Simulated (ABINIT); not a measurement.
# ZrB2 (P6/mmm) in ABINIT: a series of runs

One crystal, ZrB2, is run at these levels: RPBE, LDA; tasks: band structure.

All numbers are computed with ABINIT 10.8.3 (patched build); they aren't measurements. Logs are shortened: lines on timing, memory, paths and dates and some standing lists are left out, and cuts for length are marked. The log counts tension as positive stress, the text compression.

### Step 1. The structure

It takes space group P6/mmm (No. 191, hexagonal). Conventional cell: a = 3.170 Å, b = 3.170 Å, c = 3.533 Å, α = 90.00°, β = 90.00°, γ = 120.00°. Around Zr (site symmetry 6/mmm) lie 12 B at 2.54 Å. B (site symmetry -6m2) has 3 B at 1.83 Å as nearest neighbours.

### Step 2. Band structure, RPBE, spin-orbit coupling, no magnetisation

Contents of run.abi:

```
# Datasets: ground state, then fixed potential
ndtset 2

# Pseudopotentials
pp_dirpath "./"
pseudos "Zr.GGA_PBE-JTH.xml, B.GGA_PBE-JTH.xml"

# Structure
acell 3.17 3.17 3.533 Angstrom
rprim
     1.0000000000     0.0000000000     0.0000000000
    -0.5000000000     0.8660254038     0.0000000000
     0.0000000000     0.0000000000     1.0000000000
ntypat 2
znucl 40 5
natom 3
typat 1 2 2
xred
     0.0000000000     0.0000000000     0.0000000000
     0.6666666667     0.3333333333     0.5000000000
     0.3333333333     0.6666666667     0.5000000000

# Plane-wave basis
ecut 17.0
pawecutdg 34.0

# Exchange and correlation
ixc 15

# Bands and occupations
occopt 3
tsmear 0.00183747

# Spin
nspinor 2
nspden 1
pawspnorb 1

# SCF cycle
nstep 100

# Output
iomode 3
prtwf 0
prteig 0
prtebands 0
prtden1 1

# Dataset 1
kptopt1 4
ngkpt1 10 10 8
nshiftk1 1
shiftk1 0.0 0.0 0.0
nband1 26
tolvrs1 1.0e-9

# Dataset 2: bands along G-M-K-G-A-L-H-A
iscf2 -2
getden2 1
nband2 34
nbdbuf2 2
tolwfr2 1.0e-12
kptopt2 -7
ndivsm2 8
prteig2 1
kptbounds2
     0.0000000000     0.0000000000     0.0000000000
     0.5000000000     0.0000000000     0.0000000000
     0.3333333333     0.3333333333     0.0000000000
     0.0000000000     0.0000000000     0.0000000000
     0.0000000000     0.0000000000     0.5000000000
     0.5000000000     0.0000000000     0.5000000000
     0.3333333333     0.3333333333     0.5000000000
     0.0000000000     0.0000000000     0.5000000000
```

Potentials or basis: JTH PAW PBE v2.0.

Command:

```bash
abinit run.abi > log 2>&1
```

run.abo:

```text
.Version 10.8.3 of ABINIT
 DATASET    1 : space group P6 2 2 (#177); Bravais hP (primitive hexag.)
================================================================================
 Values of the parameters that define the memory need for DATASET  1.
     intxc =       0    ionmov =       0      iscf =      17    lmnmax =      18
     lnmax =       6     mgfft =      27  mpssoang =       3    mqgrid =    3001
     natom =       3  nloc_mem =       2    nspden =       1   nspinor =       2
    nsppol =       1      nsym =      12    n1xccc =       1    ntypat =       2
    occopt =       3   xclevel =       2
       mpw =         720          nfft =       15552          nkpt =          82
 PAW method is used; the additional fine FFT grid is defined by:
   mgfftf=        36    nfftf =     36864
================================================================================
================================================================================

 DATASET    2 : space group P6 2 2 (#177); Bravais hP (primitive hexag.)
================================================================================
 Values of the parameters that define the memory need for DATASET  2.
     intxc =       0    ionmov =       0      iscf =      -2    lmnmax =      18
     lnmax =       6     mgfft =      27  mpssoang =       3    mqgrid =    3001
     natom =       3  nloc_mem =       2    nspden =       1   nspinor =       2
    nsppol =       1      nsym =      12    n1xccc =       1    ntypat =       2
    occopt =       3   xclevel =       2
       mpw =         717          nfft =       15552          nkpt =          88
 PAW method is used; the additional fine FFT grid is defined by:
   mgfftf=        36    nfftf =     36864
================================================================================
================================================================================

--------------------------------------------------------------------------------
------------- Echo of variables that govern the present computation ------------
--------------------------------------------------------------------------------
 -outvars: echo values of preprocessed input variables --------
            acell      5.9904318191E+00  5.9904318191E+00  6.6764024028E+00 Bohr
              amu      9.12240000E+01  1.08110000E+01
             ecut      1.70000000E+01 Hartree
           getden1          0
           getden2          1
             iscf1         17
             iscf2         -2
                       outvar_i_n : Printing only first  50 k-points.
              ixc          15
           jdtset        1    2
                       outvar_i_n : Printing only first  50 k-points.
           kptopt1          4
           kptopt2         -7
         kptrlatt       10    0    0      0   10    0      0    0    8
          kptrlen1     5.34112192E+01
          kptrlen2     3.00000000E+01
            natom           3
            nband1         26
            nband2         34
           nbdbuf1          0
           nbdbuf2          2
           ndtset           2
           ndivsm1          0
           ndivsm2          8
            ngfft          24      24      27
          ngfftdg          32      32      36
             nkpt1         82
             nkpt2         88
          nspinor           2
            nstep         100
             nsym          12
           ntypat           2
                       prtocc : prtvol=0, do not print more k-points.
           occopt           3
        pawcpxocc           2
        pawecutdg      3.40000000E+01 Hartree
        pawspnorb           1
         pawxcdev           0
        prtebands           0
           prteig1          0
           prteig2          1
            prtwf           0
            rprim      1.0000000000E+00  0.0000000000E+00  0.0000000000E+00
                      -5.0000000000E-01  8.6602540380E-01  0.0000000000E+00
                       0.0000000000E+00  0.0000000000E+00  1.0000000000E+00
           shiftk1     0.00000000E+00  0.00000000E+00  0.00000000E+00
           shiftk2     5.00000000E-01  5.00000000E-01  5.00000000E-01
          spgroup         177
           tolvrs1     1.00000000E-09
           tolvrs2     0.00000000E+00
           tolwfr1     0.00000000E+00
           tolwfr2     1.00000000E-12
[... 272 lines left out ...]
  7.21E-13  9.78E-13  4.19E-13  8.07E-13  4.85E-13  5.76E-13  2.68E-13  3.97E-13
  5.55E-10  3.37E-08
 -1.3250E+00 -1.3250E+00 -5.5404E-01 -5.5404E-01 -4.9449E-01 -4.9449E-01
 -4.8193E-01 -4.8193E-01 -6.1572E-03 -6.1572E-03  3.6680E-01  3.6680E-01
  3.6779E-01  3.6779E-01  3.6898E-01  3.6898E-01  3.7704E-01  3.7704E-01
  5.8742E-01  5.8742E-01  5.8983E-01  5.8983E-01  6.1638E-01  6.1638E-01
  6.1956E-01  6.1956E-01  6.4071E-01  6.4071E-01  6.5199E-01  6.5199E-01
[... 1031 lines left out ...]
  5.3243E-01  5.3243E-01  6.5466E-01  6.5466E-01  7.2795E-01  7.2795E-01
  8.5780E-01  8.5780E-01  8.9043E-01  8.9072E-01
 Non-SCF case, kpt   88 (  0.00000  0.00000  0.50000), residuals and eigenvalues=
  2.84E-13  5.74E-13  3.64E-13  5.04E-13  2.71E-13  7.30E-13  3.39E-13  3.45E-13
  4.59E-13  5.85E-13  3.70E-13  5.94E-13  6.87E-13  8.80E-13  1.35E-13  2.63E-13
  1.56E-13  7.51E-13  2.45E-13  1.70E-13  8.93E-14  2.23E-13  2.69E-13  9.24E-13
  1.32E-13  9.33E-13  2.06E-13  6.05E-13  9.46E-13  6.31E-13  6.95E-13  8.14E-13
  7.34E-07  1.14E-05
 -1.3243E+00 -1.3243E+00 -5.6017E-01 -5.6017E-01 -5.0088E-01 -5.0088E-01
 -4.8091E-01 -4.8091E-01  6.8139E-02  6.8139E-02  2.0759E-01  2.0759E-01
  4.2869E-01  4.2869E-01  4.2880E-01  4.2880E-01  4.7514E-01  4.7514E-01
  4.7638E-01  4.7638E-01  4.9072E-01  4.9072E-01  4.9425E-01  4.9425E-01
  5.3170E-01  5.3170E-01  6.4949E-01  6.4949E-01  7.2583E-01  7.2583E-01
  8.5878E-01  8.5878E-01  8.8964E-01  8.9060E-01

--- !ResultsGS
iteration_state: {dtset: 2, }
comment   : Summary of ground state results
lattice_vectors:
- [  5.9904318,   0.0000000,   0.0000000, ]
- [ -2.9952159,   5.1878661,   0.0000000, ]
- [  0.0000000,   0.0000000,   6.6764024, ]
lattice_lengths: [   5.99043,    5.99043,    6.67640, ]
lattice_angles: [ 90.000,  90.000, 120.000, ] # degrees, (23, 13, 12)
lattice_volume:   2.0748629E+02
convergence: {deltae:  0.000E+00, res2:  0.000E+00, residm:  9.999E-13, diffor:  0.000E+00, }
etotal    :  -5.32585610E+01
entropy   :   0.00000000E+00
fermie    :   4.60762417E-01
cartesian_stress_tensor: null
pressure_GPa: null
xred      :
- [  0.0000E+00,   0.0000E+00,   0.0000E+00, Zr]
- [  6.6667E-01,   3.3333E-01,   5.0000E-01,  B]
- [  3.3333E-01,   6.6667E-01,   5.0000E-01,  B]
cartesian_forces: null
force_length_stats: {min: null, max: null, mean: null, }
...

 Integrated electronic density in atomic spheres:
 ------------------------------------------------
 Atom  Sphere_radius  Integrated_density
    1        2.22030          9.12414526
    2        1.70617          1.81409151
    3        1.70617          1.81409151

================================================================================

 ----iterations are completed or convergence reached----

 Mean square residual over all n,k,spin=   46.733E-14; max=  99.989E-14
 reduced coordinates (array xred) for    3 atoms
       0.000000000000      0.000000000000      0.000000000000
       0.666666666667      0.333333333333      0.500000000000
       0.333333333333      0.666666666667      0.500000000000

 cartesian coordinates (angstrom) at end:
    1      0.00000000000000     0.00000000000000     0.00000000000000
    2      1.58500000000000     0.91510017668200     1.76650000000000
    3     -0.00000000000000     1.83020035336400     1.76650000000000
 length scales=  5.990431819128  5.990431819128  6.676402402832 bohr
              =  3.170000000000  3.170000000000  3.533000000000 angstroms
 Eigenvalues (hartree) for nkpt=  88  k points:
 kpt#   1, nband= 34, wtk=  1.00000, kpt=  0.0000  0.0000  0.0000 (reduced coord)
  -1.32498   -1.32498   -0.55404   -0.55404   -0.49449   -0.49449   -0.48193   -0.48193
  -0.00616   -0.00616    0.36680    0.36680    0.36779    0.36779    0.36898    0.36898
   0.37704    0.37704    0.58742    0.58742    0.58983    0.58983    0.61638    0.61638
   0.61956    0.61956    0.64071    0.64071    0.65199    0.65199    0.65436    0.65436
   0.75267    0.75267
 kpt#   2, nband= 34, wtk=  1.00000, kpt=  0.0357  0.0000  0.0000 (reduced coord)
  -1.32493   -1.32493   -0.55413   -0.55413   -0.49459   -0.49459   -0.48223   -0.48223
  -0.00521   -0.00521    0.36424    0.36424    0.36741    0.36741    0.36991    0.36991
   0.37596    0.37596    0.58749    0.58749    0.59074    0.59074    0.60901    0.60901
   0.61290    0.61290    0.64540    0.64540    0.65868    0.65868    0.66214    0.66214
   0.74924    0.74924
 kpt#   3, nband= 34, wtk=  1.00000, kpt=  0.0714  0.0000  0.0000 (reduced coord)
  -1.32477   -1.32477   -0.55440   -0.55440   -0.49489   -0.49489   -0.48309   -0.48309
  -0.00238   -0.00238    0.35588    0.35588    0.36740    0.36740    0.37246    0.37246
   0.37304    0.37304    0.58601    0.58601    0.59306    0.59306    0.59542    0.59542
   0.60258    0.60258    0.65749    0.65749    0.66968    0.66968    0.67983    0.67983
[... 497 lines left out ...]
   0.53465    0.53465    0.66855    0.66855    0.73414    0.73414    0.85417    0.85417
   0.89051    0.89091
 kpt#  87, nband= 34, wtk=  1.00000, kpt=  0.0208  0.0208  0.5000 (reduced coord)
  -1.32422   -1.32422   -0.56020   -0.56020   -0.50100   -0.50100   -0.48120   -0.48120
   0.06833    0.06833    0.20901    0.20901    0.41924    0.41924    0.42095    0.42095
   0.48364    0.48364    0.48438    0.48438    0.48825    0.48825    0.49435    0.49435
   0.53243    0.53243    0.65466    0.65466    0.72795    0.72795    0.85780    0.85780
   0.89043    0.89072
 kpt#  88, nband= 34, wtk=  1.00000, kpt=  0.0000  0.0000  0.5000 (reduced coord)
  -1.32427   -1.32427   -0.56017   -0.56017   -0.50088   -0.50088   -0.48091   -0.48091
   0.06814    0.06814    0.20759    0.20759    0.42869    0.42869    0.42880    0.42880
   0.47514    0.47514    0.47638    0.47638    0.49072    0.49072    0.49425    0.49425
   0.53170    0.53170    0.64949    0.64949    0.72583    0.72583    0.85878    0.85878
   0.88964    0.89060

== END DATASET(S) ==============================================================
================================================================================

 -outvars: echo values of variables after computation  --------
            acell      5.9904318191E+00  5.9904318191E+00  6.6764024028E+00 Bohr
           etotal1    -5.3258561026E+01
            fcart1    -0.0000000000E+00 -0.0000000000E+00 -0.0000000000E+00
                      -0.0000000000E+00 -0.0000000000E+00 -0.0000000000E+00
                      -0.0000000000E+00 -0.0000000000E+00 -0.0000000000E+00
            rprim      1.0000000000E+00  0.0000000000E+00  0.0000000000E+00
                      -5.0000000000E-01  8.6602540380E-01  0.0000000000E+00
                       0.0000000000E+00  0.0000000000E+00  1.0000000000E+00
           strten1    -1.3127623071E-04 -1.3127623106E-04 -1.5771419802E-04
                       0.0000000000E+00  0.0000000000E+00  0.0000000000E+00
           xangst      0.0000000000E+00  0.0000000000E+00  0.0000000000E+00
                       1.5850000000E+00  9.1510017668E-01  1.7665000000E+00
                      -2.9365867244E-16  1.8302003534E+00  1.7665000000E+00
             xred      0.0000000000E+00  0.0000000000E+00  0.0000000000E+00
                       6.6666666667E-01  3.3333333333E-01  5.0000000000E-01
                       3.3333333333E-01  6.6666666667E-01  5.0000000000E-01
 Calculation completed.
```

Wall time 3 min (1 thread of Arm Neoverse V1, shared host); peak memory 0.17 GiB.

What came out:

```yaml
Free_energy: -1449.2393 eV
Pressure: 4.1 GPa
Band_gap_on_the_k_mesh: none (metal or under the smearing width)
Valence_electrons_inside_the_program's_atomic_spheres: Zr 9.12; B 1.81
```

Levels at the corners of the path, in eV from the Fermi level:
```tsv
point	band 16	band 17	band 18	band 19	band 20	band 21
Γ	-2.50	-2.28	-2.28	3.45	3.45	3.51
M	-2.97	-2.60	-2.60	2.32	2.32	2.38
K	-2.38	-2.36	-2.36	1.61	1.61	1.67
Γ	-2.50	-2.28	-2.28	3.45	3.45	3.51
A	-0.87	0.39	0.39	0.43	0.43	0.82
L	-4.05	-1.94	-1.94	3.83	3.83	4.13
H	-2.66	-2.55	-2.55	4.18	4.18	6.06
A	-0.87	0.39	0.39	0.43	0.43	0.82
```

Caveat: the PAW data sets were made with another functional, which shifts forces and pressure a little.

### Step 3. Band structure, LDA, spin-orbit coupling, no magnetisation

run.abi, as its differences from that of step 2:

```diff
@@ -5,3 +5,3 @@
 pp_dirpath "./"
-pseudos "Zr.GGA_PBE-JTH.xml, B.GGA_PBE-JTH.xml"
+pseudos "Zr.LDA_PW-JTH.xml, B.LDA_PW-JTH.xml"
 
@@ -23,3 +23,3 @@
 # Plane-wave basis
-ecut 17.0
+ecut 462.593566 eV
 pawecutdg 34.0
@@ -27,3 +27,3 @@
 # Exchange and correlation
-ixc 15
+ixc 7
 
@@ -31,3 +31,3 @@
 occopt 3
-tsmear 0.00183747
+tsmear 0.05 eV
 
@@ -46,2 +46,3 @@
 prtebands 0
+enunit 1
 prtden1 1
@@ -63,4 +64,5 @@
 kptopt2 -7
-ndivsm2 8
+ndivsm2 6
 prteig2 1
+prtvol2 -3
 kptbounds2
```

Potentials or basis: JTH PAW LDA v2.0.

Command:

```bash
abinit run.abi > log 2>&1
```

Run time: 2.5 min. Hardware: 1 thread of Arm Neoverse V1, shared host; peak memory 0.13 GiB.

Results (log left out):

```
Free energy                                           : -1457.3966 eV
Pressure                                              : -9.0 GPa
Band gap on the k mesh                                : none (metal or under the smearing width)
Valence electrons inside the program's atomic spheres : Zr 9.13; B 1.82
```

Stress tensor (GPa, compression positive):
```
-9.30  0.00  0.00
 0.00 -9.30  0.00
 0.00  0.00 -8.40
```

Levels at the corners of the path, in eV from the Fermi level:
```csv
point,band 16,band 17,band 18,band 19,band 20,band 21
Γ,-2.50,-2.21,-2.21,3.43,3.43,3.50
M,-2.94,-2.58,-2.58,2.34,2.34,2.39
K,-2.36,-2.34,-2.34,1.62,1.62,1.68
Γ,-2.50,-2.21,-2.21,3.43,3.43,3.50
A,-0.86,0.40,0.40,0.43,0.43,0.81
L,-4.03,-1.86,-1.86,3.80,3.80,4.28
H,-2.60,-2.49,-2.49,4.15,4.15,6.12
A,-0.86,0.40,0.40,0.43,0.43,0.81
```
